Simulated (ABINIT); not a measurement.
## InPd: single point with PBE

InPd:

```
In Pd
1.0
     0.00000    2.74607    2.74607
     2.74607    0.00000    2.74607
     2.74607    2.74607    0.00000
In Pd
1 1
Direct
  0.00000 0.00000 0.00000
  0.50000 0.50000 0.50000
```

The cell was built by a generator and needn't be a form met in nature.

* Program: ABINIT 10.8.3 (patched build)
* Task: single point
* Functional: PBE
* Potentials or basis: JTH PAW PBE v2.0
* Cutoff: 599 eV
* k mesh: 8 × 8 × 8
* Occupations: fermi-dirac, width 0.05 eV
* Spin: no spin polarisation

The pressure is 0.1 GPa, the band gap on the k mesh is none (metal or under the smearing width) and the valence electrons inside the program's atomic spheres are In 11.20; Pd 16.92.

Levels at points of the mesh, in eV from the Fermi level:
```
           k point  band 13  band 14  band 15  band 16  band 17  band 18
(0.00, 0.00, 0.00)    -2.84    -2.60    -2.60     5.39     5.39     5.39
(0.50, 0.00, 0.00)    -3.60    -2.47    -2.47    -1.40     7.25     7.25
(0.50, 0.50, 0.00)    -2.39    -2.26    -2.26    -0.05     1.47     1.47
```

Wall time 60 s on 1 thread of Arm Neoverse V1, with other jobs on the host, peak memory 0.13 GiB.
